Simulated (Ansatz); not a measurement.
# AgCl: the cost of one run

Computed with Ansatz 0.2.0 (DFT PBE, scalar-relativistic, plane waves, PAW, unless a step's input says otherwise).

1 further run of the same task is left out (set aside as unsound or not needed). Runs told in other sessions of the task aren't counted.

**1. Starting point**

Symmetry: Fm-3m, No. 225, cubic system. The conventional cell has a = 5.612 Å, b = 5.612 Å, c = 5.612 Å, α = 90.00°, β = 90.00°, γ = 90.00°. Ag (site symmetry m-3m) has 6 Cl at 2.81 Å in its first shell of neighbours. Cl (site symmetry m-3m) is surrounded by 6 Ag at 2.81 Å.

Coordinates:

```xyz
2
Lattice="0.0000 2.8059 2.8059 2.8059 0.0000 2.8059 2.8059 2.8059 0.0000" Properties=species:S:1:pos:R:3 pbc="T T T"
Ag    0.0000    0.0000    0.0000
Cl    2.8059    2.8059    2.8059
```

The cell was relaxed beforehand at this level, from a distorted copy of a database structure. At a tolerance of 0.02 Å it has space group Fm-3m (No. 225); it has 22.09 Å³/atom, an uncorrected energy of -0.45 eV/atom over the elements.

**2. Electronic structure at the relaxed geometry**

input.yaml reads:

```yaml
crystal:
  lattice:
    - [0.0, 2.8058942796, 2.8058942796]
    - [2.8058942796, 0.0, 2.8058942796]
    - [2.8058942796, 2.8058942796, 0.0]
  atoms:
    - { symbol: Ag, position: [0.0, 0.0, 0.0] }
    - { symbol: Cl, position: [0.5, 0.5, 0.5] }
basis:
  ecutwfc: 420
kpoints:
  mp_grid: { grid: [8, 8, 8] }
  band_path:
    path:
      - [[0.0, 0.0, 0.0], [0.5, 0.0, 0.5], [0.625, 0.25, 0.625]]
      - [[0.375, 0.375, 0.75], [0.0, 0.0, 0.0], [0.5, 0.5, 0.5], [0.5, 0.25, 0.75], [0.5, 0.0, 0.5]]
    npoints: 14
hamiltonian:
  xc: pbe
scf:
  occupations: { method: gaussian, width: 0.02 }
  n_extra_bands: 6
output:
  forces: true
  stress: true
  eigenvalues: true
  populations: true
  dos: { projected: true, de: 0.02, nscf_kmesh: { grid: [12, 12, 12] } }
  bader: true
  write_density: true
  write_potential: true
  elf: true
  volumetric_format: npy
```

Started as:

```sh
> ansatz run input.yaml --threads 1 --pin off --max-ram 2560MiB --backend cpu --events-out ev --progress --plain --runs-dir out
```

Q: Estimate wall time and peak memory on 1 thread of Intel Xeon at 2.50GHz (Skylake/Cascade Lake), shared host.

About 28 s, with a peak of 0.33 GiB.
